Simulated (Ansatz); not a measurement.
# Aluminium, simple cubic under PBE: structure, energy and stiffness, part 2 of 2

What does PBE give for aluminium in the simple cubic structure? We relax it, solve it on a dense k-mesh, switch on spin-orbit coupling, then scale the cell to 7 volumes from 88 to 112 % of the relaxed one and try a fit of the equation of state. The k-meshes are 12×12×12 for the relaxation; 19×19×19 for the dense run; 12×12×12 for spin-orbit coupling; 13×13×13 for the volumes.

Ansatz 0.2.0; DFT, PBE, plane waves (420 eV) with PAW, scalar-relativistic. Earlier steps stand in the parts before.

## 5. Volume × 0.88

This is Al in the simple cubic structure; at room conditions it is fcc.

File input.yaml:

```yaml
crystal:
  lattice:
    - [2.6082946252, 0.0, 0.0]
    - [0.0, 2.6082946252, 0.0]
    - [0.0, 0.0, 2.6082946252]
  atoms:
    - { symbol: Al, position: [0.0, 0.0, 0.0] }
hamiltonian:
  xc: pbe
  pseudopotentials:
    kind: paw
    azcp:
      Al: "pseudopotentials/Al.paw.azcp"
basis:
  ecutwfc: 420
  fft_grid_basis: typed
kpoints:
  mp_grid: { grid: [13, 13, 13], shift: [0, 0, 0] }
magnetization:
  spin_polarized: false
scf:
  occupations: { method: fermi_dirac, width: 0.1 }
  lower_state_search: "off"
output:
  stress: true
```

Command:

```bash
$ ansatz run input.yaml --threads 1 --pin off --max-ram 3584MiB --backend cpu --events-out ev --progress --plain --runs-dir out
```

What it wrote, shortened:

```text
[...]
Pseudopotentials: kind: paw
Pseudopotential: Al, paw, valence charge 3, recommended cutoff 420 eV (normal), <dir>
Functional definition: PBE
[...]
Crystal: 1 atoms, lattice volume = 17.745 Å³
Basis set: ecut = 420 eV, 341 PW (Γ)
Bands: 6, of which v1, the nominal top of the filled ones, is band 2 counted from 1 (1 counted from 0)
Symmetry: 48 space group operations
Space group: Pm-3m (ITA 221), of the structure as read, at distance tolerance 2.6e-5 Å
k-points: 84 of 2197
[...]
SCF iter   1: F=—  HF=-537.069913 eV  |F-HF|=—  |Δ(HF+E_count)|=         —  Δρ=1.72e-3  dr2=6.79e-4  ethr=1.77e-3  ⟨swp⟩=4.8  Hψ=4500  notcnv=0
[...]
SCF iter   6: F=-537.069833 eV  HF=-537.069833 eV  |F-HF|=0.00e0  |Δ(HF+E_count)|=  7.38e-11  Δρ=7.77e-8  dr2=1.21e-12  ethr=9.18e-12  ⟨swp⟩=1.0  Hψ=1392  notcnv=0
[...]
SCF converged after 6 iterations
Free energy (F): -537.069833 eV
[...]
E sigma→0 (E₀):  -537.061626 eV
Entropy (-TS):   -0.016413 eV (-16.413 meV/atom)
Fermi energy:    6.764431 eV
[...]
--- Stress (GPa, compression-positive) ---
        9.598700       0.000000       0.000000
        0.000000       9.598700       0.000000
       -0.000000       0.000000       9.598700
  P = ⅓ Tr σ = 9.5987 GPa (95.987 kbar)
```

Run time: 1 s. Hardware: 1 thread of Intel Xeon Platinum 8259CL at 2.50GHz (Skylake/Cascade Lake), shared host; peak memory 0.44 GiB.

## 6. Volume × 0.92

Changes to input.yaml since step 5:

```diff
@@ -2,5 +2,5 @@
   lattice:
-    - [2.6082946252, 0.0, 0.0]
-    - [0.0, 2.6082946252, 0.0]
-    - [0.0, 0.0, 2.6082946252]
+    - [2.6472301359, 0.0, 0.0]
+    - [0.0, 2.6472301359, 0.0]
+    - [0.0, 0.0, 2.6472301359]
   atoms:
@@ -25 +25,5 @@
   stress: true
+  write_density: true
+  write_potential: true
+  elf: true
+  volumetric_format: npy
```

Command:

```bash
$ ansatz run input.yaml --threads 1 --pin off --max-ram 3584MiB --backend cpu --events-out ev --progress --plain --runs-dir out
```

What it wrote, shortened:

```text
[...]
Pseudopotentials: kind: paw
Pseudopotential: Al, paw, valence charge 3, recommended cutoff 420 eV (normal), <dir>
Functional definition: PBE
[...]
Crystal: 1 atoms, lattice volume = 18.551 Å³
Basis set: ecut = 420 eV, 365 PW (Γ)
Bands: 6, of which v1, the nominal top of the filled ones, is band 2 counted from 1 (1 counted from 0)
Symmetry: 48 space group operations
Space group: Pm-3m (ITA 221), of the structure as read, at distance tolerance 2.6e-5 Å
k-points: 84 of 2197
[...]
SCF iter   1: F=—  HF=-537.108069 eV  |F-HF|=—  |Δ(HF+E_count)|=         —  Δρ=1.84e-3  dr2=8.60e-4  ethr=1.77e-3  ⟨swp⟩=4.8  Hψ=4509  notcnv=0
[...]
SCF iter   6: F=-537.107958 eV  HF=-537.107958 eV  |F-HF|=3.41e-13  |Δ(HF+E_count)|=  9.04e-11  Δρ=9.28e-8  dr2=1.94e-12  ethr=1.39e-11  ⟨swp⟩=3.4  Hψ=1790  notcnv=0
[...]
SCF converged after 6 iterations
Free energy (F): -537.107958 eV
[...]
E sigma→0 (E₀):  -537.099363 eV
Entropy (-TS):   -0.017190 eV (-17.190 meV/atom)
Fermi energy:    6.343472 eV
[...]
--- Stress (GPa, compression-positive) ---
        5.685848       0.000000       0.000000
        0.000000       5.685848      -0.000000
        0.000000      -0.000000       5.685848
  P = ⅓ Tr σ = 5.6858 GPa (56.858 kbar)
--- Band table (eV; the first three rows and the last of 84) ---
  k-point 0: bands = ["-3.6877", "14.4915", "14.4915", "16.1110", "16.1110", "16.1110"]
[...]
```

It took 1.9 s on 1 thread of Intel Xeon Platinum 8259CL at 2.50GHz (Skylake/Cascade Lake), shared host; peak memory 0.44 GiB.

Density in a lattice plane of the grid's cell (edges 2.65 and 2.65 Å, at 0.000 of the third edge), which holds Al.

Ten even steps from '0' (0.07 e/Å³) to '9' (0.25 e/Å³):
```
000123578999999987532100
000124678999999987642100
111235678888888887653211
333456777777777777765433
555667777666666677776655
777887776655555667778877
999887765544444556778899
999887655443334455678899
999887654433333445678899
999877654433333445677899
999887654433333445678899
999887655443334455678899
999887765544444556778899
777887776655555667778877
555667777666666677776655
333456777777777777765433
111235678888888887653211
000124678999999987642100
000123578999999987532100
000013578999999987531000
```
Columns run along the first of these edges and rows up along the second, over one cell in 24 and 20 even steps from the bottom left corner. Atoms in the plane (fractional): Al at (0.00, 0.00).

ELF in the same plane.

Values, 12 rows by 12 columns:
```
0.33 0.16 0.09 0.37 0.68 0.77 0.78 0.77 0.68 0.37 0.09 0.16
0.06 0.09 0.21 0.48 0.67 0.72 0.72 0.72 0.67 0.48 0.21 0.09
0.33 0.37 0.48 0.59 0.64 0.63 0.62 0.63 0.64 0.59 0.48 0.37
0.68 0.68 0.67 0.64 0.58 0.53 0.50 0.53 0.58 0.64 0.67 0.68
0.79 0.77 0.72 0.63 0.53 0.44 0.40 0.44 0.53 0.63 0.72 0.77
0.81 0.78 0.72 0.62 0.50 0.40 0.37 0.40 0.50 0.62 0.72 0.78
0.79 0.77 0.72 0.63 0.53 0.44 0.40 0.44 0.53 0.63 0.72 0.77
0.68 0.68 0.67 0.64 0.58 0.53 0.50 0.53 0.58 0.64 0.67 0.68
0.33 0.37 0.48 0.59 0.64 0.63 0.62 0.63 0.64 0.59 0.48 0.37
0.06 0.09 0.21 0.48 0.67 0.72 0.72 0.72 0.67 0.48 0.21 0.09
0.33 0.16 0.09 0.37 0.68 0.77 0.78 0.77 0.68 0.37 0.09 0.16
0.47 0.33 0.06 0.33 0.68 0.79 0.81 0.79 0.68 0.33 0.06 0.33
```
Columns run along the first of these edges and rows up along the second, over one cell in 12 and 12 even steps from the bottom left corner. Atoms in the plane (fractional): Al at (0.00, 0.00).

Both are smooth fields of the valence electrons: close to the nuclei they are not physical.

Maxima of ELF outside the ion cores: 0.81 on the Al–Al line, 1.3 Å from Al.

## 7. Volume × 0.96

Changes to input.yaml since step 6:

```diff
@@ -2,5 +2,5 @@
   lattice:
-    - [2.6472301359, 0.0, 0.0]
-    - [0.0, 2.6472301359, 0.0]
-    - [0.0, 0.0, 2.6472301359]
+    - [2.6850528194, 0.0, 0.0]
+    - [0.0, 2.6850528194, 0.0]
+    - [0.0, 0.0, 2.6850528194]
   atoms:
```

Command:

```bash
$ ansatz run input.yaml --threads 1 --pin off --max-ram 3584MiB --backend cpu --events-out ev --progress --plain --runs-dir out
```

What it wrote, shortened:

```text
[...]
Pseudopotentials: kind: paw
Pseudopotential: Al, paw, valence charge 3, recommended cutoff 420 eV (normal), <dir>
Functional definition: PBE
[...]
Crystal: 1 atoms, lattice volume = 19.358 Å³
Basis set: ecut = 420 eV, 389 PW (Γ)
Bands: 6, of which v1, the nominal top of the filled ones, is band 2 counted from 1 (1 counted from 0)
Symmetry: 48 space group operations
Space group: Pm-3m (ITA 221), of the structure as read, at distance tolerance 2.7e-5 Å
k-points: 84 of 2197
[...]
SCF iter   1: F=—  HF=-537.128494 eV  |F-HF|=—  |Δ(HF+E_count)|=         —  Δρ=1.94e-3  dr2=1.04e-3  ethr=1.77e-3  ⟨swp⟩=4.7  Hψ=4520  notcnv=0
[...]
SCF iter   6: F=-537.128346 eV  HF=-537.128346 eV  |F-HF|=2.27e-13  |Δ(HF+E_count)|=  1.01e-10  Δρ=1.08e-7  dr2=2.95e-12  ethr=1.88e-11  ⟨swp⟩=3.5  Hψ=1801  notcnv=0
[...]
SCF converged after 6 iterations
Free energy (F): -537.128346 eV
[...]
E sigma→0 (E₀):  -537.119342 eV
Entropy (-TS):   -0.018009 eV (-18.009 meV/atom)
Fermi energy:    5.954859 eV
[...]
--- Stress (GPa, compression-positive) ---
        2.527808      -0.000000       0.000000
        0.000000       2.527808       0.000000
        0.000000       0.000000       2.527808
  P = ⅓ Tr σ = 2.5278 GPa (25.278 kbar)
--- Band table (eV; the first three rows and the last of 84) ---
  k-point 0: bands = ["-3.8210", "14.0004", "14.0004", "15.3926", "15.3926", "15.3926"]
[...]
```

Wall time 1.7 s (1 thread of Intel Xeon Platinum 8259CL at 2.50GHz (Skylake/Cascade Lake), shared host); peak memory 0.45 GiB.

## 8. Volume × 1.0

Changes to input.yaml since step 7:

```diff
@@ -2,5 +2,5 @@
   lattice:
-    - [2.6850528194, 0.0, 0.0]
-    - [0.0, 2.6850528194, 0.0]
-    - [0.0, 0.0, 2.6850528194]
+    - [2.721838936, 0.0, 0.0]
+    - [0.0, 2.721838936, 0.0]
+    - [0.0, 0.0, 2.721838936]
   atoms:
```

Command:

```bash
$ ansatz run input.yaml --threads 1 --pin off --max-ram 3584MiB --backend cpu --events-out ev --progress --plain --runs-dir out
```

What it wrote, shortened:

```text
[...]
Pseudopotentials: kind: paw
Pseudopotential: Al, paw, valence charge 3, recommended cutoff 420 eV (normal), <dir>
Functional definition: PBE
[...]
Crystal: 1 atoms, lattice volume = 20.164 Å³
Basis set: ecut = 420 eV, 389 PW (Γ)
Bands: 6, of which v1, the nominal top of the filled ones, is band 2 counted from 1 (1 counted from 0)
Symmetry: 48 space group operations
Space group: Pm-3m (ITA 221), of the structure as read, at distance tolerance 2.7e-5 Å
k-points: 84 of 2197
[...]
SCF iter   1: F=—  HF=-537.134486 eV  |F-HF|=—  |Δ(HF+E_count)|=         —  Δρ=2.00e-3  dr2=1.18e-3  ethr=1.77e-3  ⟨swp⟩=4.7  Hψ=4532  notcnv=0
[...]
SCF iter   6: F=-537.134305 eV  HF=-537.134305 eV  |F-HF|=1.14e-12  |Δ(HF+E_count)|=  8.96e-11  Δρ=1.30e-7  dr2=4.21e-12  ethr=3.55e-11  ⟨swp⟩=3.8  Hψ=1820  notcnv=0
[...]
SCF converged after 6 iterations
Free energy (F): -537.134305 eV
[...]
E sigma→0 (E₀):  -537.124881 eV
Entropy (-TS):   -0.018849 eV (-18.849 meV/atom)
Fermi energy:    5.595164 eV
[...]
--- Stress (GPa, compression-positive) ---
       -0.027275       0.000000       0.000000
        0.000000      -0.027275       0.000000
        0.000000       0.000000      -0.027275
  P = ⅓ Tr σ = -0.0273 GPa (-0.273 kbar)
--- Band table (eV; the first three rows and the last of 84) ---
  k-point 0: bands = ["-3.9422", "13.5440", "13.5440", "14.7262", "14.7262", "14.7262"]
[...]
```

Wall time 1.9 s (1 thread of Intel Xeon Platinum 8259CL at 2.50GHz (Skylake/Cascade Lake), shared host); peak memory 0.45 GiB.

## 9. Volume × 1.04

Changes to input.yaml since step 8:

```diff
@@ -2,5 +2,5 @@
   lattice:
-    - [2.721838936, 0.0, 0.0]
-    - [0.0, 2.721838936, 0.0]
-    - [0.0, 0.0, 2.721838936]
+    - [2.7576567137, 0.0, 0.0]
+    - [0.0, 2.7576567137, 0.0]
+    - [0.0, 0.0, 2.7576567137]
   atoms:
@@ -25,5 +25 @@
   stress: true
-  write_density: true
-  write_potential: true
-  elf: true
-  volumetric_format: npy
```

Command:

```bash
$ ansatz run input.yaml --threads 1 --pin off --max-ram 3584MiB --backend cpu --events-out ev --progress --plain --runs-dir out
```

What it wrote, shortened:

```text
[...]
Pseudopotentials: kind: paw
Pseudopotential: Al, paw, valence charge 3, recommended cutoff 420 eV (normal), <dir>
Functional definition: PBE
[...]
Crystal: 1 atoms, lattice volume = 20.971 Å³
Basis set: ecut = 420 eV, 437 PW (Γ)
Bands: 6, of which v1, the nominal top of the filled ones, is band 2 counted from 1 (1 counted from 0)
Symmetry: 48 space group operations
Space group: Pm-3m (ITA 221), of the structure as read, at distance tolerance 2.8e-5 Å
k-points: 84 of 2197
[...]
SCF iter   1: F=—  HF=-537.129048 eV  |F-HF|=—  |Δ(HF+E_count)|=         —  Δρ=2.00e-3  dr2=1.26e-3  ethr=1.77e-3  ⟨swp⟩=4.8  Hψ=4503  notcnv=0
[...]
SCF iter   6: F=-537.128838 eV  HF=-537.128838 eV  |F-HF|=1.25e-12  |Δ(HF+E_count)|=  2.43e-11  Δρ=1.73e-7  dr2=8.46e-12  ethr=6.63e-11  ⟨swp⟩=1.0  Hψ=1385  notcnv=0
[...]
SCF converged after 6 iterations
Free energy (F): -537.128838 eV
[...]
E sigma→0 (E₀):  -537.118989 eV
Entropy (-TS):   -0.019698 eV (-19.698 meV/atom)
Fermi energy:    5.260643 eV
[...]
--- Stress (GPa, compression-positive) ---
       -2.068989       0.000000       0.000000
       -0.000000      -2.068989      -0.000000
        0.000000      -0.000000      -2.068989
  P = ⅓ Tr σ = -2.0690 GPa (-20.690 kbar)
```

Wall time 0.91 s (1 thread of Intel Xeon Platinum 8259CL at 2.50GHz (Skylake/Cascade Lake), shared host); peak memory 0.44 GiB.

## 10. Volume × 1.08

Changes to input.yaml since step 9:

```diff
@@ -2,5 +2,5 @@
   lattice:
-    - [2.7576567137, 0.0, 0.0]
-    - [0.0, 2.7576567137, 0.0]
-    - [0.0, 0.0, 2.7576567137]
+    - [2.7925674668, 0.0, 0.0]
+    - [0.0, 2.7925674668, 0.0]
+    - [0.0, 0.0, 2.7925674668]
   atoms:
```

Command:

```bash
$ ansatz run input.yaml --threads 1 --pin off --max-ram 3584MiB --backend cpu --events-out ev --progress --plain --runs-dir out
```

What it wrote, shortened:

```text
[...]
Pseudopotentials: kind: paw
Pseudopotential: Al, paw, valence charge 3, recommended cutoff 420 eV (normal), <dir>
Functional definition: PBE
[...]
Crystal: 1 atoms, lattice volume = 21.778 Å³
Basis set: ecut = 420 eV, 437 PW (Γ)
Bands: 6, of which v1, the nominal top of the filled ones, is band 2 counted from 1 (1 counted from 0)
Symmetry: 48 space group operations
Space group: Pm-3m (ITA 221), of the structure as read, at distance tolerance 2.8e-5 Å
k-points: 84 of 2197
[...]
SCF iter   1: F=—  HF=-537.114395 eV  |F-HF|=—  |Δ(HF+E_count)|=         —  Δρ=1.97e-3  dr2=1.31e-3  ethr=1.77e-3  ⟨swp⟩=4.8  Hψ=4499  notcnv=0
[...]
SCF iter   6: F=-537.114164 eV  HF=-537.114164 eV  |F-HF|=1.02e-12  |Δ(HF+E_count)|=  1.39e-10  Δρ=1.96e-7  dr2=1.23e-11  ethr=8.80e-11  ⟨swp⟩=1.0  Hψ=1384  notcnv=0
[...]
SCF converged after 6 iterations
Free energy (F): -537.114164 eV
[...]
E sigma→0 (E₀):  -537.103897 eV
Entropy (-TS):   -0.020534 eV (-20.534 meV/atom)
Fermi energy:    4.948913 eV
[...]
--- Stress (GPa, compression-positive) ---
       -3.698823      -0.000000      -0.000000
       -0.000000      -3.698823      -0.000000
        0.000000       0.000000      -3.698823
  P = ⅓ Tr σ = -3.6988 GPa (-36.988 kbar)
```

Run time: 0.99 s. Hardware: 1 thread of Intel Xeon Platinum 8259CL at 2.50GHz (Skylake/Cascade Lake), shared host; peak memory 0.44 GiB.

## 11. Volume × 1.12

Changes to input.yaml since step 10:

```diff
@@ -2,5 +2,5 @@
   lattice:
-    - [2.7925674668, 0.0, 0.0]
-    - [0.0, 2.7925674668, 0.0]
-    - [0.0, 0.0, 2.7925674668]
+    - [2.8266265243, 0.0, 0.0]
+    - [0.0, 2.8266265243, 0.0]
+    - [0.0, 0.0, 2.8266265243]
   atoms:
```

Command:

```bash
$ ansatz run input.yaml --threads 1 --pin off --max-ram 3584MiB --backend cpu --events-out ev --progress --plain --runs-dir out
```

What it wrote, shortened:

```text
[...]
Pseudopotentials: kind: paw
Pseudopotential: Al, paw, valence charge 3, recommended cutoff 420 eV (normal), <dir>
Functional definition: PBE
[...]
Crystal: 1 atoms, lattice volume = 22.584 Å³
Basis set: ecut = 420 eV, 461 PW (Γ)
Bands: 6, of which v1, the nominal top of the filled ones, is band 2 counted from 1 (1 counted from 0)
Symmetry: 48 space group operations
Space group: Pm-3m (ITA 221), of the structure as read, at distance tolerance 2.8e-5 Å
k-points: 84 of 2197
[...]
SCF iter   1: F=—  HF=-537.092419 eV  |F-HF|=—  |Δ(HF+E_count)|=         —  Δρ=1.93e-3  dr2=1.33e-3  ethr=1.77e-3  ⟨swp⟩=4.9  Hψ=4514  notcnv=0
[...]
SCF iter   6: F=-537.092176 eV  HF=-537.092176 eV  |F-HF|=6.82e-13  |Δ(HF+E_count)|=  2.40e-10  Δρ=2.07e-7  dr2=1.50e-11  ethr=9.81e-11  ⟨swp⟩=1.0  Hψ=1386  notcnv=0
[...]
SCF converged after 6 iterations
Free energy (F): -537.092176 eV
[...]
E sigma→0 (E₀):  -537.081518 eV
Entropy (-TS):   -0.021315 eV (-21.315 meV/atom)
Fermi energy:    4.657725 eV
[...]
--- Stress (GPa, compression-positive) ---
       -4.988398       0.000000       0.000000
        0.000000      -4.988398      -0.000000
        0.000000      -0.000000      -4.988398
  P = ⅓ Tr σ = -4.9884 GPa (-49.884 kbar)
```

Wall time 0.9 s (1 thread of Intel Xeon Platinum 8259CL at 2.50GHz (Skylake/Cascade Lake), shared host); peak memory 0.44 GiB.

## 12. Energy and pressure against volume

All volumes keep the relaxed shape and fractional coordinates.

```csv
V (Å³/atom),E − E₀ (meV/atom),P from the stress (GPa),P from the fit (GPa)
17.745,63.3,9.60,9.57
18.551,25.5,5.69,5.60
19.358,5.5,2.53,2.42
20.164,0.0,-0.03,-0.11
20.971,5.9,-2.07,-2.15
21.778,21.0,-3.70,-3.78
22.584,43.4,-4.99,-5.08
```

Fit (Birch-Murnaghan, third order): V₀ = 20.124 Å³/atom, B₀ = 57 GPa, B₀′ = 4.5, largest residual 0.05 meV/atom.

Fit and stress differ a little: one follows E(σ → 0), the other the smeared free energy.

## 13. Summary of results

What follows sums up all 2 parts.

| quantity | value |
| --- | --- |
| space group (spins left aside) | Pm-3m (No. 221) |
| conventional cell | a = 2.722 Å |
| volume | 20.164 Å³/atom |
| shortest distance | 2.722 Å |
| gap on the mesh | none (levels filled in part) |
| relative to fcc | +375 meV/atom |
| V₀, B₀, B₀′ | 20.124 Å³/atom, 57 GPa, 4.5 |

What this shows: From the guessed start the volume grew by 12.5 % in 7 steps. Against the reference form of aluminium (fcc, computed apart with the same settings) it stands 375 meV/atom higher, so it is far from stable. Levels at the Fermi energy are filled in part, as in a metal. The total energy of the spin-orbit run (on a coarser mesh) lies -1 meV/atom from the scalar one; mesh and treatment of the core enter this figure, so it is no spin-orbit energy. B₀ comes out at 57 GPa. The symmetry was held, so the structure may be unstable against distortions that break it.
